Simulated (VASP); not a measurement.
A run of VASP 6.6.1 is set up as follows.

INCAR

```
ALGO     = Normal         # electronic algorithm
EDIFF    = 1E-7           # SCF threshold, eV
EDIFFG   = -0.005         # ionic threshold
ENCUT    = 600            # plane-wave cutoff, eV
GGA      = PE             # functional
IBRION   = 2              # ionic algorithm
ISIF     = 3              # what is computed and relaxed
ISMEAR   = 0              # smearing method
IVDW     = 12             # dispersion correction
KPAR     = 4            
LASPH    = T              # aspherical terms in the spheres
LATTICE_CONSTRAINTS= .TRUE. .TRUE. .FALSE.
LCHARG   = F              # write CHGCAR
LREAL    = F              # projectors in reciprocal space
LWAVE    = F              # write WAVECAR
NELM     = 80             # most SCF steps
NSW      = 90             # ionic steps
PREC     = Accurate       # precision mode
SIGMA    = 0.03           # smearing width, eV
```

Contents of KPOINTS:

```
k-points
0
Gamma
  12 12 1
```

File POSCAR:

```
WSe2                                    
1.0
    3.2827446238     -0.0000000000      0.0000000000
   -1.6413723119      2.8429402399      0.0000000000
    0.0000000000      0.0000000000     34.3162600000
  Se              W             
     6     3
Direct
     0.3333333300000021    0.6666666699999979    0.2643492966056696
     0.3333333300000021    0.6666666699999979    0.3626834795915583
     0.6666666699999979    0.3333333300000021    0.4508943914247583
     0.6666666699999979    0.3333333300000021    0.5491056085752420
     0.3333333300000021    0.6666666699999979    0.6373165204084414
     0.3333333300000021    0.6666666699999979    0.7356507033943304
     0.6666666699999979    0.3333333300000021    0.3135218546125285
     0.3333333300000021    0.6666666699999979    0.5000000000000000
     0.6666666699999979    0.3333333300000021    0.6864781453874711
```

Potentials or basis: VASP PAW PBE potentials, release 64 (Se, W_sv).

Command:

```bash
$ cat potpaw_PBE.64/Se/POTCAR potpaw_PBE.64/W_sv/POTCAR > POTCAR
$ mpirun -np 4 vasp_std > vasp.out
```

**Question.** What does it give for the dispersion energy per atom?

**Answer.** -0.427 eV.

**Question.** What does it give for the band gap on the k mesh?

**Answer.** 1.09 eV, indirect (least direct gap 1.59 eV).

**Question.** Predict the space group after relaxing (to 0.05 Å).

**Answer.** P-6m2 (No. 187).

**Question.** Predict the relaxed volume.

**Answer.** 35.59 Å³/atom.

Final structure:
```
Se W
1.0
     3.28312    0.00000    0.00000
    -1.64156    2.84327    0.00000
     0.00000    0.00000   34.31626
Se W
6 3
Direct
  0.33333 0.66667 0.26435
  0.33333 0.66667 0.36268
  0.66667 0.33333 0.45089
  0.66667 0.33333 0.54911
  0.33333 0.66667 0.63732
  0.33333 0.66667 0.73565
  0.66667 0.33333 0.31352
  0.33333 0.66667 0.50000
  0.66667 0.33333 0.68648
```

Caveat: spin-orbit coupling is left out, which moves the levels of the heavy elements.
